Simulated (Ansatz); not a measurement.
Ge:

```
Ge
1.0
     0.00000    2.88574    5.11566
     2.63050    0.00000    5.11566
     2.63050    2.88574    0.00000
Ge
4
Direct
  0.72649 0.27351 0.72649
  0.27351 0.72649 0.27351
  0.21813 0.21813 0.78187
  0.78187 0.78187 0.21813
```

This isn't the form of Ge at room conditions, which is diamond.

Base run:

```yaml
Program: Ansatz 0.2.0
Functional: PBE
Potentials_or_basis: Ansatz PAW
Cutoff: "420 eV (not typed: the program's choice for these potentials)"
k_mesh: 5 × 5 × 5
Occupations: fermi-dirac, width 0.05 eV
Spin: no spin polarisation
```

Its results: band gap on the k mesh none (metal or under the smearing width); pressure -0.2 GPa; largest force 0.080 eV/Å.

Q: The run is repeated on the same cell with these changes: functional from PBE to r2SCAN; cutoff from 420 eV (not typed: the program's choice for these potentials) to 500 eV (not typed: the program's choice for these potentials). What comes out?

A: Band gap on the k mesh none (metal or under the smearing width); pressure -2.6 GPa; largest force 0.211 eV/Å.

Caveats: the PAW data sets come from PBE, with cores solved anew for the run's functional, which leaves a small shift of forces and pressure (some runs).
